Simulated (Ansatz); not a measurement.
Write the native input for Ansatz 0.2.0 that does the following.

| Property | Result |
| --- | --- |
| Task | band structure |
| Functional | r2SCAN |
| Potentials or basis | Ansatz PAW |
| Cutoff | 500 eV (not typed: the program's choice for these potentials) |
| k mesh | 7 × 7 × 7 |
| Occupations | fermi-dirac, width 0.05 eV |
| Spin | no spin polarisation |
| Path | [["G", "X", "W", "K", "G", "L", "U", "W", "L", "K"], ["U", "X"]] |
| Points for each segment of the path | 14 |

Crystal: Sn.

```xyz
2
Lattice="0.0000 3.2333 3.2333 3.2333 0.0000 3.2333 3.2333 3.2333 0.0000" Properties=species:S:1:pos:R:3 pbc="T T T"
Sn    4.8500    4.8500    4.8500
Sn    3.2333    3.2333    3.2333
```

This isn't the form of Sn at room conditions, which is tetragonal (white tin).

These files were run (other wordings do the same):

input.yaml

```yaml
crystal:
  lattice:
    - [0.0, 3.2333428, 3.2333428]
    - [3.2333428, 0.0, 3.2333428]
    - [3.2333428, 3.2333428, 0.0]
  atoms:
    - { symbol: Sn, position: [0.75, 0.75, 0.75] }
    - { symbol: Sn, position: [0.5, 0.5, 0.5] }
hamiltonian:
  xc: r2scan
  pseudopotentials: { kind: paw }
kpoints:
  mp_grid: { grid: [7, 7, 7] }
  band_path:
    path:
      - [[0.0, 0.0, 0.0], [0.5, 0.0, 0.5], [0.5, 0.25, 0.75], [0.375, 0.375, 0.75], [0.0, 0.0, 0.0], [0.5, 0.5, 0.5], [0.625, 0.25, 0.625], [0.5, 0.25, 0.75], [0.5, 0.5, 0.5], [0.375, 0.375, 0.75]]
      - [[0.625, 0.25, 0.625], [0.5, 0.0, 0.5]]
    npoints: 14
scf:
  occupations: { method: fermi_dirac, width: 0.05 }
  n_extra_bands: 6
output:
  forces: true
  stress: true
  eigenvalues: true
  fatbands: true
```

Potentials or basis: Ansatz PAW.

Launch:

```bash
$ ansatz run input.yaml --threads 2 --pin off --max-ram 5632MiB --backend cpu --events-out ev --progress --plain --runs-dir out
```

It gave:

| Item | Value |
| --- | --- |
| Pressure | 2.2 GPa |
| Band gap on the k mesh | none (metal or under the smearing width) |

Caveat: spin-orbit coupling is left out, which moves the levels of the heavy elements; the PAW data sets come from PBE, with cores solved anew for the run's functional, which leaves a small shift of forces and pressure.

Run time: 10 s on 2 threads of Arm Neoverse V1, with other jobs on the host, peak memory 0.52 GiB.
